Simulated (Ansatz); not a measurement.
Bi, DFT, PBE, all-electron PAW with datasets made for the crystal, scalar-relativistic (Ansatz 0.2.0), run on 1 thread of Intel(R) Xeon(R) Platinum 8488C (Sapphire Rapids) on a shared host.

Structure: COD 9009658, as refined from experiment and not relaxed. The listed cell was then made from it by scaling, straining or moving an atom.

Command: `ansatz run input.yaml --threads 1 --pin off --max-ram 3072MiB --backend cpu --events-out ev --progress --plain --runs-dir out`

```yaml
crystal:
  lattice:
    - [2.1940049238, 1.218911981, 3.9002202502]
    - [-2.351994433, 1.2871019714, 3.9684102405]
    - [-0.0199404907, -2.6839439523, 3.9933695093]
  atoms:
    - { symbol: Bi, position: [0.23389, 0.23389, 0.23389] }
    - { symbol: Bi, position: [0.76611, 0.76611, 0.76611] }
kpoints:
  mp_grid: { grid: [11, 11, 11] }
scf:
  occupations: { method: fermi_dirac, width: 0.03 }
hamiltonian:
  xc: pbe
  pseudopotentials: { kind: all_electron, datasets: crystal }
output:
  forces: true
  stress: true
  eigenvalues: true
  efg: { contact_densities: true }
```

Question: How large is the problem that the program sets up?

Answer: 666 irreducible k-points, 665 plane waves at Γ, 19 bands.

Question: Estimate the wall time and the peak memory.

Answer: 78 s of wall time for 9 SCF iterations, with a peak of 1.7 GiB. Times on shared machines scatter by tens of per cent.

Question: And the same cell and mesh by PAW with the default files, asked for forces, stress, eigenvalues, efg, on the same hardware?

Answer: 38 s, peak memory 0.95 GiB.
